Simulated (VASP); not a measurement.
Te:

```
Te
1.0
     3.14622    0.00000    0.00000
     0.00000    3.14622    0.00000
     0.00000    0.00000    3.14622
Te
1
Cartesian
  0.0000 0.0000 0.0000
```

The cell was built by a generator and needn't be a form met in nature.

- Program: VASP 6.6.1
- Task: relaxation of cell and atoms
- Functional: RPBE
- Potentials or basis: VASP PAW PBE potentials, release 64 (Te)
- Cutoff: 600 eV
- k mesh: 10 × 10 × 10
- Occupations: fermi-dirac, width 0.1 eV
- Spin: no spin polarisation

At the start: pressure 4.2 GPa; volume 31.14 Å³/atom.

Q: Where does the relaxation end?

A: Over 5 steps the energy falls by 30.7 meV/atom and the volume is 33.65 Å³/atom (+8.1 %); space group Pm-3m (No. 221, to 0.05 Å).

Step by step:
```tsv
step	energy change (eV)	largest force (eV/Å)	pressure (GPa)	volume (Å³)
1	0.0000	0.0000	4.21	31.14
2	-0.0239	0.0000	-1.57	34.98
3	-0.0307	0.0000	0.06	33.65
4	-0.0307	0.0000	-0.06	33.71
5	-0.0307	0.0000	0.01	33.65
```

Final structure:
```yaml
crystal:
  lattice:
    - [3.22852, 0.00000, 0.00000]
    - [0.00000, 3.22852, 0.00000]
    - [0.00000, 0.00000, 3.22852]
  atoms:
    - { symbol: Te, position: [0.00000, 0.00000, 0.00000] }
```

Caveat: the PAW data sets were made with another functional, which shifts forces and pressure a little.
